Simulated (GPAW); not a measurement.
# Quasiparticle gap of InP (honeycomb monolayer) in GPAW

Aim: the G0W0 gap of InP (honeycomb monolayer) on LDA, step by step.

Main program and level: GPAW 26.7.0; LDA and many-body steps on it, plane waves.

This is a report of a sequence of runs, with the program logs left out and the cost of each run kept.

### 1. The system as given

The cell holds 2 atoms: 1 In and 1 P. Cell: a = 4.130 Å, b = 4.130 Å, c = 11.400 Å, α = 90.0°, β = 90.0°, γ = 120.0°. Vacuum lies along c.

The structure was relaxed with LDA. The runs that relaxed it are not among those shown.

### 2. Ground state

This step: GPAW 26.7.0; DFT, LDA, plane waves, PAW.

The ground-state density comes first.

Contents of run.py:

```python
import json
import numpy as np
from gpaw.mpi import world
from ase import Atoms
from gpaw import GPAW, PW, FermiDirac

atoms = Atoms(['In', 'P'],
    cell=[[4.1299309508, 0.0000000000, 0.0000000000],
      [-2.0649654754, 3.5766251192, 0.0000000000],
      [0.0000000000, 0.0000000000, 11.4000000000]],
    scaled_positions=[[0.3333333333, 0.6666666667, 0.4795282049],
      [0.6666666667, 0.3333333333, 0.5205061390]],
    pbc=(True, True, False))
calc = GPAW(mode=PW(450),
    xc='LDA',
    kpts={'size': (9, 9, 1), 'gamma': True},
    occupations=FermiDirac(0.001),
    nbands=-7,
    convergence={'density': 1e-6, 'bands': -3},
    maxiter=100,
    txt='gs.txt')
atoms.calc = calc
res = {'energy': atoms.get_potential_energy()}
kpts = calc.get_ibz_k_points()
res['kpts'] = kpts
res['eigenvalues'] = [calc.get_eigenvalues(kpt=k) for k in range(len(kpts))]
res['n_electrons'] = calc.get_number_of_electrons()
calc.write('gs.gpw')

if world.rank == 0:
    with open('result.json', 'w') as f:
        json.dump(res, f, default=lambda x: x.tolist())
```

On the command line:

```bash
mpirun -n 8 gpaw python run.py
```

Run time: 6.9 s. Hardware: 8 MPI ranks of AMD EPYC 7R43, shared host; peak memory 1.3 GiB; 52 s of CPU time.

Read from the output:

```yaml
total_energy: -8.725 eV
gap: 1.194 eV
k_of_the_valence_top: 0.3333, 0.3333, 0
k_of_the_conduction_bottom: 0, 0, 0
least_direct_gap: 1.350 eV
```

The gap is indirect, with the least direct gap 0.16 eV higher.

### 3. Bands along the symmetry lines

The cheap functional maps the bands first; the places of the edges decide which points the dearer methods must see.

Contents of run.py:

```python
import json
import numpy as np
from gpaw.mpi import world
from gpaw import GPAW

path = [[0.000000, 0.000000, 0.000000],
    [0.062500, 0.000000, 0.000000],
    [0.125000, 0.000000, 0.000000],
    [0.187500, 0.000000, 0.000000],
    [0.250000, 0.000000, 0.000000],
    [0.312500, 0.000000, 0.000000],
    [0.375000, 0.000000, 0.000000],
    [0.437500, 0.000000, 0.000000],
    [0.500000, 0.000000, 0.000000],
    [0.479167, 0.041667, 0.000000],
    [0.458333, 0.083333, 0.000000],
    [0.437500, 0.125000, 0.000000],
    [0.416667, 0.166667, 0.000000],
    [0.395833, 0.208333, 0.000000],
    [0.375000, 0.250000, 0.000000],
    [0.354167, 0.291667, 0.000000],
    [0.333333, 0.333333, 0.000000],
    [0.291667, 0.291667, 0.000000],
    [0.250000, 0.250000, 0.000000],
    [0.208333, 0.208333, 0.000000],
    [0.166667, 0.166667, 0.000000],
    [0.125000, 0.125000, 0.000000],
    [0.083333, 0.083333, 0.000000],
    [0.041667, 0.041667, 0.000000],
    [0.000000, 0.000000, 0.000000]]
calc = GPAW('gs.gpw').fixed_density(kpts=path,
    symmetry='off',
    nbands=19,
    convergence={'bands': 15},
    txt='bands.txt')
res = {}
kpts = calc.get_ibz_k_points()
res['kpts'] = kpts
res['eigenvalues'] = [calc.get_eigenvalues(kpt=k) for k in range(len(kpts))]
res['n_electrons'] = calc.get_number_of_electrons()

if world.rank == 0:
    with open('result.json', 'w') as f:
        json.dump(res, f, default=lambda x: x.tolist())
```

On the command line:

```bash
mpirun -n 8 gpaw python run.py
```

Elapsed: 9.5 s, on 8 MPI ranks; peak memory 1.4 GiB.

Read from the output:

```
gap                        : 1.194 eV
k of the valence top       : 0.3333, 0.3333, 0
k of the conduction bottom : 0, 0, 0
least direct gap           : 1.350 eV
```

The gap is 1.194 eV, as in the run before at this level.

The electronic bands at the labelled points (eV, zero at the top of the highest filled band):

| point | band 6 | band 7 | band 8 | band 9 | band 10 | band 11 | band 12 | band 13 |
| --- | --- | --- | --- | --- | --- | --- | --- | --- |
| Γ | -10.30 | -2.08 | -0.16 | -0.16 | 1.19 | 3.72 | 4.97 | 4.97 |
| halfway | -9.75 | -3.39 | -1.29 | -0.99 | 2.55 | 3.60 | 5.18 | 5.95 |
| M | -8.86 | -5.43 | -1.61 | -0.39 | 2.03 | 2.71 | 6.33 | 6.88 |
| halfway | -8.74 | -5.39 | -2.49 | -0.20 | 2.16 | 3.94 | 6.06 | 6.87 |
| K | -8.57 | -5.41 | -3.13 | 0.00 | 2.12 | 5.42 | 5.56 | 7.03 |
| halfway | -9.58 | -3.74 | -1.58 | -1.10 | 2.96 | 4.19 | 4.73 | 5.60 |
| Γ | -10.30 | -2.08 | -0.16 | -0.16 | 1.19 | 3.72 | 4.97 | 4.97 |

### 4. Empty states on the mesh, 6×6×1 mesh, 283 bands

The sums over transitions need many empty states on a uniform mesh; this step solves for them.

Contents of run.py:

```python
import json
import numpy as np
from gpaw.mpi import world
from gpaw import GPAW

calc = GPAW('gs.gpw').fixed_density(kpts={'size': (6, 6, 1), 'gamma': True},
    parallel={'domain': 1, 'band': 1},
    txt='nscf.txt')
calc.diagonalize_full_hamiltonian(nbands=283)
calc.write('full.gpw', mode='all')
res = {}
kpts = calc.get_ibz_k_points()
res['kpts'] = kpts
res['eigenvalues'] = [calc.get_eigenvalues(kpt=k) for k in range(len(kpts))]
res['n_electrons'] = calc.get_number_of_electrons()

if world.rank == 0:
    with open('result.json', 'w') as f:
        json.dump(res, f, default=lambda x: x.tolist())
```

On the command line:

```bash
mpirun -n 7 gpaw python run.py
```

It took 37 s on 7 MPI ranks; peak memory 7 GiB; 4.2 min of CPU time.

Read from the output:

```yaml
gap: 1.194 eV
k_of_the_valence_top: 0.3333, 0.3333, 0
k_of_the_conduction_bottom: 0, 0, 0
least_direct_gap: 1.350 eV
k_points_computed: 7
lowest_point_of_the_top_converged_band_above_the_valence_top: 79.5499 eV
```

On this mesh the gap is 1.194 eV.

### 5. Screening and self-energy, 6×6×1 mesh, 127 bands, screening to 48 eV

G0W0 replaces the xc potential by the self-energy, built once from these orbitals. Only a window of levels is corrected, while the sums run over the empty bands that the input names.

This step: G0W0 on LDA, plane waves, PAW.

Contents of run.py:

```python
import json
import numpy as np
from gpaw.mpi import world
from gpaw.response.g0w0 import G0W0

gw = G0W0('full.gpw',
    filename='gw',
    kpts=[0, 4],
    bands=(7, 11),
    ecut=48,
    nbands=127,
    truncation='2D',
    integrate_gamma='sphere',
    q0_correction=True,
    frequencies={'type': 'nonlinear', 'domega0': 0.15, 'omega2': 15.0},
    eta=0.1,
    nblocksmax=True)
gw.calculate()
res = {mode: {k: v for k, v in r.items() if k != 'sigma_eskwn'}
       for mode, r in gw.all_results.items()}

if world.rank == 0:
    with open('result.json', 'w') as f:
        json.dump(res, f, default=lambda x: x.tolist())
```

On the command line:

```bash
mpirun -n 8 gpaw python run.py
```

Elapsed: 32 s, on 8 MPI ranks; peak memory 2.5 GiB; 4.3 min of CPU time.

This step gave:

| Quantity | Value |
| --- | --- |
| G0W0 gap on the mesh | 2.728 eV |
| least direct G0W0 gap on the computed points | 2.737 eV |
| Z at the valence top | 0.6882 |
| Z at the conduction bottom | 0.7257 |
| starting gap on the mesh | 1.194 eV |
| k of the valence top | 0.3333, 0.3333, 0 |
| k of the conduction bottom | 0, 0, 0 |

The gap on the mesh goes from 1.19 eV to 2.73 eV, a correction of +1.53 eV.

Limits: finite bands, cutoff and mesh; no spin-orbit coupling. v1 is the top filled band, c1 the lowest empty one. Levels before and after the correction, in eV, zero at the valence-band top of each column:

|  | conduction bottom | valence top |
| --- | --- | --- |
| Kohn-Sham | 1.19 | 0.00 |
| G0W0 | 2.73 | 0.00 |

|  | level | energy (eV) |
| --- | --- | --- |
| Kohn-Sham | Γ v2-v1 | -0.156 |
| Kohn-Sham | Γ c1 | 1.194 |
| Kohn-Sham | Γ c2 | 3.721 |
| Kohn-Sham | (0.333 0.333 0) v2 | -3.130 |
| Kohn-Sham | (0.333 0.333 0) v1 | 0.000 |
| Kohn-Sham | (0.333 0.333 0) c1 | 2.117 |
| Kohn-Sham | (0.333 0.333 0) c2 | 5.425 |
| G0W0 | Γ v2-v1 | -0.009 |
| G0W0 | Γ c1 | 2.728 |
| G0W0 | Γ c2 | 4.658 |
| G0W0 | (0.333 0.333 0) v2 | -3.135 |
| G0W0 | (0.333 0.333 0) v1 | 0.000 |
| G0W0 | (0.333 0.333 0) c1 | 3.368 |
| G0W0 | (0.333 0.333 0) c2 | 6.416 |

### 6. Where the time went

Times are wall times on the hardware named with each run, good to a factor of about two.

| step | time | share | memory (GiB) |
| --- | --- | --- | --- |
| ground state | 6.9 s | 8 % | 1.3 |
| bands along the symmetry lines | 9.5 s | 11 % | 1.4 |
| empty states on the mesh | 37 s | 43 % | 7.0 |
| screening and self-energy | 32 s | 38 % | 2.5 |

### 7. Outcome

```
LDA gap              : 1.19 eV, indirect
G0W0 gap on the mesh : 2.73 eV
GW settings          : 6×6×1 mesh, 127 bands, screening to 48 eV, full frequency, Hilbert transform
known limits         : short of the basis limit; no spin-orbit coupling
```

G0W0 moves the gap on the mesh from 1.19 eV to 2.73 eV (+1.53 eV), with Z of 0.69 and 0.73 at the edges. Bands and cutoff are finite, so the gap stands short of the basis limit, usually by up to a few tenths of an eV; the mesh is an error of its own. In this program the long-wavelength screening can come out low in d oxides and layered crystals. The many-body steps are scalar-relativistic: spin-orbit coupling is not in them.

[Long decimals in the printed logs are rounded to 6 places.]

[Logs are printed without paths, hosts, clocks, repeated set-up lines and the standing remarks that a program may print on its own settings, such as how far it seeks lower states.]

[Paths, hosts, dates, memory and timing lines, banners, echoed tables and standing remarks are left out of the program output; an Ansatz launch command may be rebuilt from the run's recorded settings. Measured values are a selection of at most five: reports struck by readers or far from the other reports are left out. None is set beside runs whose start may be inverted or whose files or cutoffs have a known fault.]

[Runs of the session that timed out or met a known fault of the program may be left out.]

[Hosts, paths, dates, database ids (printed as entryN), source tags and the programs' standing remarks are cut or masked in the printed files.]

[Where the starting crystal was built by hand or by swapping elements, it need not be the compound's stable phase.]
